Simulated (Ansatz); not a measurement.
# Al (P6_3/mmc) in Ansatz: further runs

The runs below take Al through elastic constants, single point, equation of state, with PBEsol, LDA.

Program: Ansatz 0.2.0. These are calculated values, not measurements. Logs are shortened: lines on timing, memory, paths and dates and some standing lists are left out, and cuts for length are marked.

## 1. The structure

Symmetry: P6_3/mmc, No. 194, hexagonal system. Conventional cell: a = 2.827 Å, b = 2.827 Å, c = 9.186 Å, α = 90.00°, β = 90.00°, γ = 120.00°. Around Al (site symmetry -6m2) lie 12 Al at 2.82 to 2.83 Å. Al (site symmetry -3m) has 12 Al at 2.82 to 2.83 Å as nearest neighbours.

This isn't the form of Al at room conditions, which is fcc.

## 2. Elastic constants, PBEsol

File input.yaml:

```yaml
crystal:
  lattice:
    - [2.8270770242, 0.0, 0.0]
    - [-1.4135385121, 2.4483205214, 0.0]
    - [0.0, 0.0, 9.18599307]
  atoms:
    - { symbol: Al, position: [0.6666666667, 0.3333333333, 0.75] }
    - { symbol: Al, position: [0.0, 0.0, 0.5] }
    - { symbol: Al, position: [0.3333333333, 0.6666666667, 0.25] }
    - { symbol: Al, position: [0.0, 0.0, 0.0] }
hamiltonian:
  xc: pbesol
  pseudopotentials: { kind: paw }
kpoints:
  mp_grid: { grid: [10, 10, 4] }
scf:
  occupations: { method: fermi_dirac, width: 0.05 }
output:
  forces: true
  stress: true
elastic:
  mode: relaxed_ion
  stencil: two_point
```

Potentials or basis: Ansatz PAW.

On the command line:

```
$ ansatz run input.yaml --threads 2 --pin off --max-ram 5632MiB --backend cpu --events-out ev --progress --plain --runs-dir out
```

Log:

```text
Warning: RAYON_NUM_THREADS=2 ignored (pool sized by the plan → 2); use --threads N
Engine: ansatz 0.2.0, x86_64-unknown-linux-gnu
Pseudopotentials: kind: paw
Pseudopotential: Al, paw, valence charge 3, recommended cutoff 420 eV (normal), Al.paw.azcp
Functional definition: PBEsol
  exchange = pbesol_x
  correlation = pbesol_c
Crystal: 4 atoms, lattice volume = 63.582 Å³
Basis set: ecut = 420 eV, 1255 PW (Γ), exchange–correlation on 40×40×128 points (8 copies of the dense FFT grid, shifted against one another)
Bands: 10, of which v1, the nominal top of the filled ones, is band 6 counted from 1 (5 counted from 0)
Symmetry: 24 space group operations
Space group: P63/mmc (ITA 194), of the structure as read, at distance tolerance 4.0e-5 Å
k-points: 42 of 400
Non-local potential: Al, projectors of the file, l = 0: 2, l = 1: 2, l = 2: 1
PAW form: soft (Blöchl's): semilocal exchange-correlation on the pseudo side does not see the compensation charge
PAW frozen core: Al, regenerated for the run's functional, and the local potential with it (the file was generated under x = pbe(κ = 0.804, μ = 0.2195149727645171), c = pbe(β = 0.06672455060314922))
PAW one-centre angular grid: Al, 110 points (default); XC on 64 Gauss nodes
Initial density: superposition of atomic densities (neutral atoms: chi_scale 0, normalization atom), corrected by the library's trained network
Initial wavefunctions: pseudopotential atomic-orbital guess
Functional: x = pbesol(κ = 0.804, μ = 0.12345679012345678), c = pbesol(β = 0.046)
SCF iter   1: F=—  HF=-2098.144772 eV  |F-HF|=—  |Δ(HF+E_count)|=         —  Δρ=1.32e-3  dr2=1.09e-3  ethr=1.77e-3  ⟨swp⟩=7.8  Hψ=3816  notcnv=0
preconditioner: auto → none  [insulator: Δε(μ)=0.137 eV  Ē_g=7.517 eV  σ=0.050 eV  W_gap=0.57  n_scr=6 (ndim 8)  ℏωp=16.1 eV  f_vac=0.000  D(μ)=1.19/eV (n_scr^D=4)  ε∞_Penn≈5.6]
SCF iter   2: F=—  HF=-2098.144717 eV  |F-HF|=—  |Δ(HF+E_count)|=   5.47e-5  Δρ=5.44e-4  dr2=1.51e-4  ethr=9.11e-6  ⟨swp⟩=1.9  Hψ=842  notcnv=0
SCF iter   3: F=—  HF=-2098.144706 eV  |F-HF|=—  |Δ(HF+E_count)|=   1.15e-5  Δρ=1.07e-4  dr2=1.31e-5  ethr=1.26e-6  ⟨swp⟩=1.9  Hψ=602  notcnv=0
SCF iter   4: F=—  HF=-2098.144684 eV  |F-HF|=—  |Δ(HF+E_count)|=   2.18e-5  Δρ=2.72e-5  dr2=2.92e-7  ethr=1.09e-7  ⟨swp⟩=2.1  Hψ=595  notcnv=0
SCF iter   5: F=—  HF=-2098.144684 eV  |F-HF|=—  |Δ(HF+E_count)|=   5.81e-8  Δρ=4.93e-6  dr2=9.73e-9  ethr=2.43e-9  ⟨swp⟩=1.9  Hψ=579  notcnv=0
SCF iter   6: F=—  HF=-2098.144684 eV  |F-HF|=—  |Δ(HF+E_count)|=   2.64e-9  Δρ=5.20e-7  dr2=1.75e-10  ethr=8.11e-11  ⟨swp⟩=2.1  Hψ=624  notcnv=0
SCF iter   7: F=—  HF=-2098.144684 eV  |F-HF|=—  |Δ(HF+E_count)|=  2.86e-11  Δρ=8.19e-8  dr2=4.25e-12  ethr=1.46e-12  ⟨swp⟩=2.1  Hψ=617  notcnv=0
SCF iter   8: F=—  HF=-2098.144684 eV  |F-HF|=—  |Δ(HF+E_count)|=  1.82e-12  Δρ=2.71e-8  dr2=4.98e-13  ethr=3.54e-14 (applied; sched 1.00e-12)  ⟨swp⟩=1.1  Hψ=417  notcnv=0  defer=7
SCF iter   9: F=-2098.144684 eV  HF=-2098.144684 eV  |F-HF|=0.00e0  |Δ(HF+E_count)|=  9.09e-13  Δρ=5.64e-9  dr2=2.06e-14  ethr=1.00e-12  ⟨swp⟩=4.3  Hψ=1324  notcnv=0
SCF 1 converged in 9 iterations: F = -2098.144684 eV  dr2 = 2.06e-14
Crystal: 4 atoms, lattice volume = 63.455 Å³
[... 186 lines left out ...]
E sigma→0 (E₀):  -2098.139340 eV
Entropy (-TS):   -0.010687 eV (-2.672 meV/atom)
Fermi energy:    8.241337 eV
--- Per-component energies (eV) ---
  E_band       = 45.074261
  E_kinetic    = 93.533104
  E_local      = 41.330994  (includes V_loc(G=0)·N_el)
  E_nonlocal   = 41.907148
  E_hartree    = 0.429686
  E_xc         = -158.596937
  E_vxc        = -117.879782  (∫ρ·V_xc dr)
  E_paw        = -1819.079980  (= ΣΔE_a)
  E_vpaw       = -14.676563  (= ΣTr[D̂ρ^β])
  E_aug_tail   = -0.000010  (compensation charges beyond the density's cutoff)
  E_ewald      = -297.734555
  E_core_change = 0.076556  (= ΣΔE_core)
  E_smearing   = -0.010687  (= −TS)
  E_closure    = 0.000000  (closes the sum)
  Σ components = -2098.144684   (vs F -2098.144684, Δ=0.00e0)
--- Forces (eV/Å), atoms counted from 1 ---
  atom   1  Al    -0.00000000     0.00000000     0.00000000
  atom   2  Al     0.00000000     0.00000000     0.00000000
  atom   3  Al    -0.00000000    -0.00000000     0.00000000
  atom   4  Al     0.00000000    -0.00000000    -0.00000000
  max |Σ_I F_I| component: 1.39e-17 eV/Å
--- Stress (GPa, compression-positive) ---
        0.852158      -0.000000       0.000000
        0.000000       0.852158       0.000000
        0.000000       0.000000       3.926638
  P = ⅓ Tr σ = 1.8770 GPa (18.770 kbar)
--- Band table (eV; the first three rows and the last of 42) ---
  k-point 0: bands = ["-3.1062", "-1.3669", "-1.3626", "3.5686", "3.9137", "11.8735", "11.8860", "19.1074", "19.1074", "19.2531"]
  k-point 1: bands = ["-2.9967", "-2.1239", "-0.3949", "2.1560", "5.5170", "9.5894", "14.3128", "19.1919", "19.1919", "19.3112"]
  k-point 2: bands = ["-2.6687", "-2.6687", "0.7810", "0.7810", "7.4638", "7.4638", "16.8411", "16.8411", "19.4382", "19.4382"]
  k-point 41: bands = ["3.7982", "3.7982", "5.9194", "5.9194", "6.1450", "6.1450", "7.2875", "7.2875", "9.2482", "9.2482"]
--- Elastic constants: 3 strain directions × 2 members + reference (group order 24) ---
  dense FFT box of the reference and of every strained cell: 20×20×64
  strains applied: 11, 33, 23; error gains: componentwise 1.00 (the most a stress slope's error grows in a printed constant), spectral 1.41 (1 for all six strains in a standard setting)
  C = ∂σ_k/∂η_j (tension-positive GPa; Voigt order 11 22 33 23 13 12):
       180.065     39.263     54.729      0.000      0.000     -0.000
        39.263    180.065     54.729      0.000      0.000      0.000
        57.503     57.503    155.075      0.000      0.000      0.000
         0.000      0.000      0.000     45.394      0.000      0.000
         0.000      0.000      0.000      0.000     45.394      0.000
        -0.000      0.000      0.000      0.000      0.000     70.401
  reference stress σ⁰ (GPa):     -0.852     -0.852     -3.927     -0.000     -0.000      0.000
  C* (energy form; C + prestress term) asymmetry max|C*_kj − C*_jk| = 3.002e-1 GPa — a small one proves nothing (zero by symmetry where the batch's group is 432, −43m or m−3m); a large one is finite-difference/SCF noise where every solve meets its electron count
  moduli (Voigt/Reuss/Hill, GPa): K = 90.91/90.86/90.89   G = 56.49/54.26/55.37   E = 138.08   ν = 0.247
  mechanically stable: yes (min eigenvalue of sym C = 45.39 GPa)
  strain η (Voigt 11):  stress-route row diagonal C_11 = 180.06 GPa, energy-path curvature d²(F+E_count+ΔE)/dδ²/Ω₀ = 180.02 GPa
         δ    σ_11 (GPa)             F (eV)   n_scf  n_hpsi   n_pw
    -2.000e-3      -1.2122       -2098.1438679      14   24332   1255   relax 3 steps, max|allowed force component| 4.46e-7 eV/Å
     2.000e-3      -0.4919       -2098.1452244      14   24386   1259   relax 2 steps, max|allowed force component| 1.75e-5 eV/Å
  strain η (Voigt 33):  stress-route row diagonal C_33 = 155.07 GPa, energy-path curvature d²(F+E_count+ΔE)/dδ²/Ω₀ = 155.58 GPa
         δ    σ_33 (GPa)             F (eV)   n_scf  n_hpsi   n_pw
    -2.000e-3      -4.2435       -2098.1414438       6    8008   1255   relax 0 steps, max|allowed force component| 4.92e-18 eV/Å
     2.000e-3      -3.6232       -2098.1476804       5    7307   1257   relax 0 steps, max|allowed force component| 9.25e-18 eV/Å
  strain η (Voigt 23):  stress-route row diagonal C_44 = 45.39 GPa, energy-path curvature d²(F+E_count+ΔE)/dδ²/Ω₀ = 46.59 GPa
         δ    σ_23 (GPa)             F (eV)   n_scf  n_hpsi   n_pw
    -2.000e-3      -0.0908       -2098.1446502      14   30430   1255   relax 1 steps, max|allowed force component| 3.54e-5 eV/Å
     2.000e-3       0.0908       -2098.1446502      14   30450   1255   relax 1 steps, max|allowed force component| 3.54e-5 eV/Å
```

elastic.tsv:

```text
# convention: tension-positive GPa; Voigt order 11 22 33 23 13 12; engineering shear strains; stresses and constants hold the Pulay correction, whose part of sigma0, of c and of each member's stress the lines and columns named pulay_correction_..._gpa give (of c_energy it is that of c and, on the columns of strains 1 to 3, that of sigma0; of a layer's constants it is that of c in the plane, times a tenth of its plane spacing in ang); where a line pulay_correction_withheld stands none holds it
[... 15 lines left out ...]
6	-5.4772354830e-16	3.4049350802e-16	1.2377145422e-48	0.0000000000e0	0.0000000000e0	7.0400835219e1	-1.7714575901e-16	7.1107129731e-16	3.7057778929e-16	0.0000000000e0	0.0000000000e0	7.0400835219e1	-7.7615464750e-19	1.7718535789e-18	3.2869204384e-32	0.0000000000e0	0.0000000000e0	3.0081002714e-2
```

It took 19 s on 2 threads of AMD EPYC 7R13 (Zen 3), shared host; peak memory 0.43 GiB.

What came out:

```
Free energy            : -2098.1447 eV
Pressure               : 1.9 GPa
Band gap on the k mesh : none (metal or under the smearing width)
Voigt bulk modulus     : 91 GPa
```

Stress tensor (GPa, compression positive):
```
0.85 0.00 0.00
0.00 0.85 0.00
0.00 0.00 3.93
```

Elastic tensor in Voigt notation (GPa, in the Cartesian axes of the cell as first typed):
```
180  39  55   0   0   0
 39 180  55   0   0   0
 58  58 155   0   0   0
  0   0   0  45   0   0
  0   0   0   0  45   0
  0   0   0   0   0  70
```

Caveat: elastic constants of metals need much finer meshes, so these are rough; the PAW data sets come from PBE, with cores solved anew for the run's functional, which leaves a small shift of forces and pressure.

(Continued in part 2 of 2.)
